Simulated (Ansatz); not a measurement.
**ZrC: a sublattice displacement scan**

The task, for ZrC: measure how stiffly every Zr atom is held.

Program: Ansatz 0.2.0. Level of theory: DFT LDA, scalar-relativistic, plane waves, PAW. These are calculated values, not measurements.

1 further run of the same task is left out (set aside as unsound or not needed).

**1. The starting structure**

Symmetry: Fm-3m, No. 225, cubic system. The conventional cell has a = 4.700 Å, b = 4.700 Å, c = 4.700 Å, α = 90.00°, β = 90.00°, γ = 90.00°. Zr (site symmetry m-3m) is surrounded by 6 C at 2.35 Å. Around C (site symmetry m-3m) lie 6 Zr at 2.35 Å.

As a file:

```xyz
2
Lattice="0.0000 2.3502 2.3502 2.3502 0.0000 2.3502 2.3502 2.3502 0.0000" Properties=species:S:1:pos:R:3 pbc="T T T"
Zr    2.3502    2.3502    2.3502
C     0.0000    0.0000    0.0000
```

Source of the structure: the Crystallography Open Database.

**2. Quick check of gap, pressure and forces**

Input file input.yaml:

```yaml
crystal:
  lattice:
    - [0.0, 2.35021, 2.35021]
    - [2.35021, 0.0, 2.35021]
    - [2.35021, 2.35021, 0.0]
  atoms:
    - { symbol: Zr, position: [0.5, 0.5, 0.5] }
    - { symbol: C, position: [0.0, 0.0, 0.0] }
basis:
  ecutwfc: 420
kpoints:
  mp_grid: { grid: [6, 6, 6] }
hamiltonian:
  xc: lda
scf:
  occupations: { method: gaussian, width: 0.1 }
output:
  forces: true
  stress: true
  eigenvalues: true
```

Started as:

```console
$ ansatz run input.yaml --threads 1 --pin off --max-ram 1228MiB --backend cpu --events-out ev --progress --plain --runs-dir out
```

The program printed, shortened:

```text
Warning: RAYON_NUM_THREADS=1 ignored (pool sized by the plan → 1); use --threads N
[...]
Pseudopotentials: kind: paw
Pseudopotential: Zr, paw, valence charge 12, recommended cutoff 420 eV (normal), Zr.paw.azcp
Pseudopotential: C, paw, valence charge 4, recommended cutoff 420 eV (normal), C.paw.azcp
Functional definition: SPW92
[...]
Crystal: 2 atoms, lattice volume = 25.963 Å³
Basis set: ecut = 420 eV, 531 PW (Γ)
Bands: 12, of which v1, the nominal top of the filled ones, is band 8 counted from 1 (7 counted from 0)
Symmetry: 48 space group operations
Space group: Fm-3m (ITA 225), of the structure as read, at distance tolerance 3.0e-5 Å
k-points: 16 of 216
[...]
SCF iter   1: F=—  HF=-4322.286114 eV  |F-HF|=—  |Δ(HF+E_count)|=         —  Δρ=5.86e-3  dr2=7.23e-3  ethr=1.77e-3  ⟨swp⟩=5.0  Hψ=964  notcnv=0
[...]
SCF iter   6: F=-4322.284375 eV  HF=-4322.284375 eV  |F-HF|=2.46e-11  |Δ(HF+E_count)|=   2.20e-9  Δρ=6.45e-7  dr2=5.55e-11  ethr=4.35e-11  ⟨swp⟩=2.1  Hψ=674  notcnv=0
[...]
SCF converged after 6 iterations
Free energy (F): -4322.284375 eV
[...]
E sigma→0 (E₀):  -4322.284077 eV
Entropy (-TS):   -0.000596 eV (-0.298 meV/atom)
Fermi energy:    14.508770 eV
[...]
--- Forces (eV/Å), atoms counted from 1 ---
  atom   1  Zr     0.00000000    -0.00000000     0.00000000
  atom   2  C     -0.00000000     0.00000000     0.00000000
[...]
--- Stress (GPa, compression-positive) ---
       -8.559985      -0.000000      -0.000000
        0.000000      -8.559985      -0.000000
       -0.000000      -0.000000      -8.559985
  P = ⅓ Tr σ = -8.5600 GPa (-85.600 kbar)
--- Band table (eV; the first three rows and the last of 16) ---
  k-point 0: bands = ["-33.3778", "-11.1373", "-11.1373", "-11.1373", "3.4156", "15.5334", "15.5334", "15.5334", "15.6170", "15.6170", "15.6170", "17.3776"]
[...]
```

It took 1.1 s on 1 thread of Arm Neoverse N1, shared host; peak memory 0.31 GiB.

The cell is taken as given, not relaxed at this level.

**3. Zero of the scan**

input.yaml, as its differences from that of step 2:

```diff
@@ -11,3 +11,3 @@
 kpoints:
-  mp_grid: { grid: [6, 6, 6] }
+  mp_grid: { grid: [18, 18, 18] }
 hamiltonian:
@@ -15,3 +15,3 @@
 scf:
-  occupations: { method: gaussian, width: 0.1 }
+  occupations: { method: gaussian, width: 0.15 }
 output:
@@ -20 +20,5 @@
   eigenvalues: true
+  write_density: true
+  write_potential: true
+  elf: true
+  volumetric_format: npy
```

Started as:

```console
$ ansatz run input.yaml --threads 1 --pin off --max-ram 1228MiB --backend cpu --events-out ev --progress --plain --runs-dir out
```

The program printed:

```text
Warning: RAYON_NUM_THREADS=1 ignored (pool sized by the plan → 1); use --threads N
Engine: ansatz 0.2.0, aarch64-unknown-linux-gnu
[... 4 set-up lines as earlier in the session ...]
  exchange = slater_x
  correlation = pw_c
Crystal: 2 atoms, lattice volume = 25.963 Å³
Basis set: ecut = 420 eV, 531 PW (Γ)
Bands: 12, of which v1, the nominal top of the filled ones, is band 8 counted from 1 (7 counted from 0)
[... 2 set-up lines as earlier in the session ...]
k-points: 195 of 5832
Non-local potential: Zr, projectors of the file, l = 0: 3, l = 1: 2, l = 2: 2, l = 3: 2
Non-local potential: C, projectors of the file, l = 0: 2, l = 1: 2, l = 2: 1
PAW form: soft (Blöchl's): semilocal exchange-correlation on the pseudo side does not see the compensation charge
PAW frozen core: Zr, regenerated for the run's functional, and the local potential with it (the file was generated under x = pbe(κ = 0.804, μ = 0.2195149727645171), c = pbe(β = 0.06672455060314922))
PAW frozen core: C, regenerated for the run's functional, and the local potential with it (the file was generated under x = pbe(κ = 0.804, μ = 0.2195149727645171), c = pbe(β = 0.06672455060314922))
PAW one-centre angular grid: Zr, 590 points (default); XC on 64 Gauss nodes
PAW one-centre angular grid: C, 110 points (default); XC on 64 Gauss nodes
Initial density: superposition of atomic densities (neutral atoms: chi_scale 0, normalization atom), corrected by the library's trained network
Initial wavefunctions: pseudopotential atomic-orbital guess
Functional: x = slater, c = lda
SCF iter   1: F=—  HF=-4322.298136 eV  |F-HF|=—  |Δ(HF+E_count)|=         —  Δρ=6.53e-3  dr2=1.08e-2  ethr=1.77e-3  ⟨swp⟩=5.0  Hψ=11712  notcnv=0
preconditioner: auto → none  [metal: Δε(μ)=0.015 eV  Ē_g=17.906 eV  σ=0.150 eV  W_gap=0.06  n_scr=8 (ndim 8)  ℏωp=27.3 eV  f_vac=0.000  D(μ)=0.33/eV (n_scr^D=0)  sad-step TF]
SCF iter   2: F=—  HF=-4322.296747 eV  |F-HF|=—  |Δ(HF+E_count)|=   1.39e-3  Δρ=4.28e-3  dr2=5.47e-3  ethr=6.75e-5  ⟨swp⟩=1.0  Hψ=3900  notcnv=0
SCF iter   3: F=—  HF=-4322.295661 eV  |F-HF|=—  |Δ(HF+E_count)|=   1.09e-3  Δρ=8.57e-4  dr2=7.92e-5  ethr=3.42e-5  ⟨swp⟩=2.1  Hψ=3018  notcnv=0
SCF iter   4: F=—  HF=-4322.295630 eV  |F-HF|=—  |Δ(HF+E_count)|=   3.19e-5  Δρ=1.41e-4  dr2=1.86e-6  ethr=4.95e-7  ⟨swp⟩=2.2  Hψ=3787  notcnv=0
SCF iter   5: F=—  HF=-4322.295629 eV  |F-HF|=—  |Δ(HF+E_count)|=   5.57e-7  Δρ=2.40e-5  dr2=1.75e-7  ethr=1.16e-8  ⟨swp⟩=2.1  Hψ=3847  notcnv=0
SCF iter   6: F=-4322.295629 eV  HF=-4322.295629 eV  |F-HF|=8.99e-10  |Δ(HF+E_count)|=   4.72e-8  Δρ=2.88e-6  dr2=1.32e-9  ethr=6.25e-10  ⟨swp⟩=7.8  Hψ=12097  notcnv=0
SCF 1 converged in 6 iterations: F = -4322.295629 eV  dr2 = 1.32e-9
SCF converged after 6 iterations
Free energy (F): -4322.295629 eV
Harris-Foulkes:  -4322.295629 eV  (|F-HF|=8.99e-10)
Internal energy: -4322.291934 eV  (E = F + TS)
E sigma→0 (E₀):  -4322.293781 eV
Entropy (-TS):   -0.003695 eV (-1.848 meV/atom)
Fermi energy:    14.583810 eV
--- Per-component energies (eV) ---
  E_band       = -52.099691
  E_kinetic    = 422.543845
  E_local      = -600.358041  (includes V_loc(G=0)·N_el)
  E_nonlocal   = 109.596026
  E_hartree    = 178.721786
  E_xc         = -209.696929
  E_vxc        = -251.886801  (∫ρ·V_xc dr)
  E_paw        = -2939.638980  (= ΣΔE_a)
  E_vpaw       = -89.437571  (= ΣTr[D̂ρ^β])
  E_aug_tail   = 0.000033  (compensation charges beyond the density's cutoff)
  E_ewald      = -1283.892908
  E_core_change = 0.433233  (= ΣΔE_core)
  E_smearing   = -0.003695  (= −TS)
  E_closure    = 0.000000  (closes the sum)
  Σ components = -4322.295629   (vs F -4322.295629, Δ=0.00e0)
--- Forces (eV/Å), atoms counted from 1 ---
  atom   1  Zr     0.00000000     0.00000000    -0.00000000
  atom   2  C     -0.00000000    -0.00000000     0.00000000
  max |Σ_I F_I| component: 3.44e-29 eV/Å
--- Stress (GPa, compression-positive) ---
       -8.648078      -0.000000      -0.000000
        0.000000      -8.648078      -0.000000
       -0.000000      -0.000000      -8.648078
  P = ⅓ Tr σ = -8.6481 GPa (-86.481 kbar)
--- Band table (eV; the first three rows and the last of 195) ---
  k-point 0: bands = ["-33.3732", "-11.1330", "-11.1330", "-11.1330", "3.4070", "15.5199", "15.5199", "15.5199", "15.6197", "15.6197", "15.6197", "17.3791"]
  k-point 1: bands = ["-33.3701", "-11.1612", "-11.1354", "-11.1354", "3.4787", "14.8557", "15.0476", "15.0476", "15.8170", "15.8170", "16.1250", "17.7997"]
  k-point 2: bands = ["-33.3613", "-11.2417", "-11.1425", "-11.1425", "3.6880", "14.0315", "14.3611", "14.3611", "16.0534", "16.0534", "16.5274", "18.6807"]
  k-point 194: bands = ["-33.2356", "-11.6931", "-11.6139", "-11.4432", "5.2836", "12.0041", "12.2466", "12.2647", "17.3510", "18.2993", "20.2178", "21.4091"]
```

Run time: 7.7 s. Hardware: 1 thread of Arm Neoverse N1, shared host; peak memory 0.38 GiB.

The maps below are laid out on this run's own conventional cell (a, b, c = 4.700, 4.700, 4.700 Å).

Density in a lattice plane of the grid's cell (edges 4.70 and 4.70 Å, at 0.000 of the third edge), which holds Zr and C.

Values in e/Å³, 12 rows by 12 columns:
```
1.60 1.24 0.58 0.35 1.06 3.44 4.16 3.44 1.05 0.35 0.58 1.24
0.74 0.58 0.33 0.21 0.34 1.06 1.67 1.05 0.34 0.21 0.33 0.58
0.45 0.35 0.21 0.17 0.21 0.35 0.45 0.35 0.21 0.17 0.21 0.35
1.67 1.06 0.34 0.21 0.33 0.58 0.74 0.58 0.33 0.21 0.34 1.05
4.16 3.44 1.06 0.35 0.58 1.24 1.60 1.24 0.58 0.35 1.05 3.44
2.75 4.16 1.67 0.45 0.74 1.60 1.66 1.60 0.74 0.45 1.67 4.16
4.16 3.44 1.05 0.35 0.58 1.24 1.60 1.24 0.58 0.35 1.06 3.44
1.67 1.05 0.34 0.21 0.33 0.58 0.74 0.58 0.33 0.21 0.34 1.06
0.45 0.35 0.21 0.17 0.21 0.35 0.45 0.35 0.21 0.17 0.21 0.35
0.74 0.58 0.33 0.21 0.34 1.05 1.67 1.06 0.34 0.21 0.33 0.58
1.60 1.24 0.58 0.35 1.05 3.44 4.16 3.44 1.06 0.35 0.58 1.24
1.66 1.60 0.74 0.45 1.67 4.16 2.75 4.16 1.67 0.45 0.74 1.60
```
Columns run along the first of these edges and rows up along the second, over one cell in 12 and 12 even steps from the bottom left corner. Atoms in the plane (fractional): Zr at (0.00, 0.50), Zr at (0.50, 0.00), C at (0.00, 0.00), C at (0.50, 0.50).

ELF in the same plane.

Ten even steps from ' ' (0.01) to '@' (0.81):
```
::--##@@@@**::--%%@@@@++--++@@@@%%--::**@@@@##--
##%%@@@@@@**::::++%%@@@@%%@@@@%%++::::**@@@@@@%%
@@@@@@@@%%++::..::++##@@@@@@##++::..::++%%@@@@@@
##******++--::....::--==++==--::....::--++******
::::::::::::::::::::::::::::::::::::::::::::::::
++==--::....::--++******##******++--::....::--==
@@@@##++::..::++%%@@@@@@@@@@@@@@%%++::..::++##@@
%%@@@@%%++::::**@@@@@@%%##%%@@@@@@**::::++%%@@@@
--++@@@@%%--::**@@@@##--::--##@@@@**::--%%@@@@++
  ::%%@@%%==::**@@@@**..  ..**@@@@**::==%%@@%%::
--++@@@@%%--::**@@@@##--::--##@@@@**::--%%@@@@++
%%@@@@%%++::::**@@@@@@%%##%%@@@@@@**::::++%%@@@@
@@@@##++::..::++%%@@@@@@@@@@@@@@%%++::..::++##@@
++==--::....::--++******##******++--::....::--==
::::::::::::::::::::::::::::::::::::::::::::::::
##******++--::....::--==++==--::....::--++******
@@@@@@@@%%++::..::++##@@@@@@##++::..::++%%@@@@@@
##%%@@@@@@**::::++%%@@@@%%@@@@%%++::::**@@@@@@%%
::--##@@@@**::--%%@@@@++--++@@@@%%--::**@@@@##--
  ..**@@@@**::==%%@@%%::  ::%%@@%%==::**@@@@**..
```
Columns run along the first of these edges and rows up along the second, over one cell in 24 and 20 even steps from the bottom left corner. Atoms in the plane (fractional): Zr at (0.00, 0.50), Zr at (0.50, 0.00), C at (0.00, 0.00), C at (0.50, 0.50).

Both are smooth fields of the valence electrons: close to the nuclei they are not physical.

Outside the cores ELF peaks at 0.80 in the shell around C, 0.8 Å from C.

The reference gives a free energy of -4322.2956 eV, pressure -8.65 GPa, largest force 0.000 eV/Å and gap on the mesh none (metal).

**4. Setting up a sublattice displacement scan**

Every Zr atom is moved by x along the Cartesian unit vector (0.707, -0.707, 0.000); the cell and all other atoms stay fixed. Forces below are components along that vector, summed over the moved atoms.

**5. x = -0.300 Å**

input.yaml, as its differences from that of step 3:

```diff
@@ -6,3 +6,3 @@
   atoms:
-    - { symbol: Zr, position: [0.5, 0.5, 0.5] }
+    - { symbol: Zr, position: [0.5902608849, 0.4097391151, 0.5] }
     - { symbol: C, position: [0.0, 0.0, 0.0] }
@@ -20,5 +20 @@
   eigenvalues: true
-  write_density: true
-  write_potential: true
-  elf: true
-  volumetric_format: npy
```

Started as:

```console
$ ansatz run input.yaml --threads 1 --pin off --max-ram 1228MiB --backend cpu --events-out ev --progress --plain --runs-dir out
```

The program printed, shortened:

```text
Warning: RAYON_NUM_THREADS=1 ignored (pool sized by the plan → 1); use --threads N
[...]
[... 4 set-up lines as earlier in the session ...]
[...]
Crystal: 2 atoms, lattice volume = 25.963 Å³
Basis set: ecut = 420 eV, 531 PW (Γ)
Bands: 12, of which v1, the nominal top of the filled ones, is band 8 counted from 1 (7 counted from 0)
Symmetry: 4 space group operations
Space group: Imm2 (ITA 44), of the structure as read, at distance tolerance 3.0e-5 Å
k-points: 865 of 5832 (time reversal used)
[...]
SCF iter   1: F=—  HF=-4322.006409 eV  |F-HF|=—  |Δ(HF+E_count)|=         —  Δρ=6.52e-3  dr2=8.14e-3  ethr=1.77e-3  ⟨swp⟩=5.0  Hψ=52258  notcnv=0
[...]
SCF iter   6: F=-4322.004208 eV  HF=-4322.004208 eV  |F-HF|=1.21e-8  |Δ(HF+E_count)|=   1.09e-7  Δρ=8.39e-6  dr2=1.60e-8  ethr=6.25e-10  ⟨swp⟩=5.3  Hψ=42617  notcnv=0
[...]
SCF converged after 6 iterations
Free energy (F): -4322.004208 eV
[...]
E sigma→0 (E₀):  -4322.004020 eV
Entropy (-TS):   -0.000377 eV (-0.188 meV/atom)
Fermi energy:    14.742035 eV
[...]
--- Forces (eV/Å), atoms counted from 1 ---
  atom   1  Zr     1.45269121    -1.45269121     0.00000000
  atom   2  C     -1.45264327     1.45264327     0.00000000
[...]
--- Stress (GPa, compression-positive) ---
        2.518089       2.973755       0.000000
        2.973755       2.518089       0.000000
        0.000000       0.000000      -9.900392
  P = ⅓ Tr σ = -1.6214 GPa (-16.214 kbar)
--- Band table (eV; the first three rows and the last of 865) ---
  k-point 0: bands = ["-33.3551", "-11.1446", "-11.1370", "-11.1305", "3.4907", "13.8128", "14.0131", "14.3871", "15.5724", "16.7512", "17.4008", "18.4805"]
[...]
```

Run time: 39 s. Hardware: 1 thread of Arm Neoverse N1, shared host; peak memory 0.66 GiB.

**6. x = 0.225 Å**

input.yaml, as its differences from that of step 5:

```diff
@@ -6,3 +6,3 @@
   atoms:
-    - { symbol: Zr, position: [0.5902608849, 0.4097391151, 0.5] }
+    - { symbol: Zr, position: [0.4323043363, 0.5676956637, 0.5] }
     - { symbol: C, position: [0.0, 0.0, 0.0] }
```

Started as:

```console
$ ansatz run input.yaml --threads 1 --pin off --max-ram 1228MiB --backend cpu --events-out ev --progress --plain --runs-dir out
```

The program printed, shortened:

```text
Warning: RAYON_NUM_THREADS=1 ignored (pool sized by the plan → 1); use --threads N
[...]
[... 4 set-up lines as earlier in the session ...]
[...]
Crystal: 2 atoms, lattice volume = 25.963 Å³
Basis set: ecut = 420 eV, 531 PW (Γ)
Bands: 12, of which v1, the nominal top of the filled ones, is band 8 counted from 1 (7 counted from 0)
[... 2 set-up lines as earlier in the session ...]
k-points: 865 of 5832 (time reversal used)
[...]
SCF iter   1: F=—  HF=-4322.136948 eV  |F-HF|=—  |Δ(HF+E_count)|=         —  Δρ=6.42e-3  dr2=8.45e-3  ethr=1.77e-3  ⟨swp⟩=5.0  Hψ=52149  notcnv=0
[...]
SCF iter   6: F=-4322.134780 eV  HF=-4322.134780 eV  |F-HF|=1.37e-8  |Δ(HF+E_count)|=   1.22e-7  Δρ=8.86e-6  dr2=1.77e-8  ethr=6.25e-10  ⟨swp⟩=5.4  Hψ=42905  notcnv=0
[...]
SCF converged after 6 iterations
Free energy (F): -4322.134780 eV
[...]
E sigma→0 (E₀):  -4322.134117 eV
Entropy (-TS):   -0.001326 eV (-0.663 meV/atom)
Fermi energy:    14.708097 eV
[...]
--- Forces (eV/Å), atoms counted from 1 ---
  atom   1  Zr    -1.02381562     1.02381562     0.00000000
  atom   2  C      1.02376977    -1.02376977     0.00000000
[...]
--- Stress (GPa, compression-positive) ---
       -2.338225       1.920484       0.000000
        1.920484      -2.338225       0.000000
       -0.000000       0.000000      -9.481862
  P = ⅓ Tr σ = -4.7194 GPa (-47.194 kbar)
--- Band table (eV; the first three rows and the last of 865) ---
  k-point 0: bands = ["-33.3668", "-11.1416", "-11.1385", "-11.1366", "3.4578", "14.2373", "14.3597", "14.7509", "15.5904", "16.5949", "16.9390", "17.9813"]
[...]
```

Wall time 39 s (1 thread of Arm Neoverse N1, shared host); peak memory 0.66 GiB.

**7. Point x = -0.150 Å**

input.yaml, as its differences from that of step 6:

```diff
@@ -6,3 +6,3 @@
   atoms:
-    - { symbol: Zr, position: [0.4323043363, 0.5676956637, 0.5] }
+    - { symbol: Zr, position: [0.5451304425, 0.4548695575, 0.5] }
     - { symbol: C, position: [0.0, 0.0, 0.0] }
```

Started as:

```console
$ ansatz run input.yaml --threads 1 --pin off --max-ram 1228MiB --backend cpu --events-out ev --progress --plain --runs-dir out
```

The program printed, shortened:

```text
Warning: RAYON_NUM_THREADS=1 ignored (pool sized by the plan → 1); use --threads N
[...]
[... 4 set-up lines as earlier in the session ...]
[...]
Crystal: 2 atoms, lattice volume = 25.963 Å³
Basis set: ecut = 420 eV, 531 PW (Γ)
Bands: 12, of which v1, the nominal top of the filled ones, is band 8 counted from 1 (7 counted from 0)
[... 2 set-up lines as earlier in the session ...]
k-points: 865 of 5832 (time reversal used)
[...]
SCF iter   1: F=—  HF=-4322.226175 eV  |F-HF|=—  |Δ(HF+E_count)|=         —  Δρ=6.42e-3  dr2=9.45e-3  ethr=1.77e-3  ⟨swp⟩=5.0  Hψ=52069  notcnv=0
[...]
SCF iter   6: F=-4322.223883 eV  HF=-4322.223883 eV  |F-HF|=1.23e-8  |Δ(HF+E_count)|=   1.18e-7  Δρ=8.46e-6  dr2=1.59e-8  ethr=6.25e-10  ⟨swp⟩=5.2  Hψ=40186  notcnv=0
[...]
SCF converged after 6 iterations
Free energy (F): -4322.223883 eV
[...]
E sigma→0 (E₀):  -4322.222650 eV
Entropy (-TS):   -0.002467 eV (-1.233 meV/atom)
Fermi energy:    14.668131 eV
[...]
--- Forces (eV/Å), atoms counted from 1 ---
  atom   1  Zr     0.66549392    -0.66549392     0.00000000
  atom   2  C     -0.66545685     0.66545685     0.00000000
[...]
--- Stress (GPa, compression-positive) ---
       -5.906035       1.066109       0.000000
        1.066109      -5.906035       0.000000
       -0.000000       0.000000      -8.928899
  P = ⅓ Tr σ = -6.9137 GPa (-69.137 kbar)
--- Band table (eV; the first three rows and the last of 865) ---
  k-point 0: bands = ["-33.3718", "-11.1381", "-11.1368", "-11.1356", "3.4306", "14.6734", "14.7368", "15.1038", "15.6060", "16.3472", "16.4757", "17.6264"]
[...]
```

Run time: 38 s. Hardware: 1 thread of Arm Neoverse N1, shared host; peak memory 0.66 GiB.

**8. Results of the scan**

The scan, with free energies counted from the undisturbed cell:

```
 x (Å)  ΔE (meV/cell)  force on the moved atoms (eV/Å)  pressure (GPa)  gap on the mesh (eV)
-0.300          291.4                            2.054            -1.6                  0.17
-0.150           71.7                            0.941            -6.9                  0.00
 0.000            0.0                            0.000            -8.6                  0.00
 0.225          160.8                           -1.448            -4.7                  0.00
```

**9. Outcome**

| quantity | value |
| --- | --- |
| force constant along x, from the points at -0.150, 0 and 0.225 Å | 6.34 eV/Å² |

The restoring force grows by 6.34 eV/Å per Å near the site. The step of 0.23 Å is wide, so anharmonic terms mix in. No sampled point lies below the undisturbed cell. A gap opens on the mesh, up to 0.17 eV.
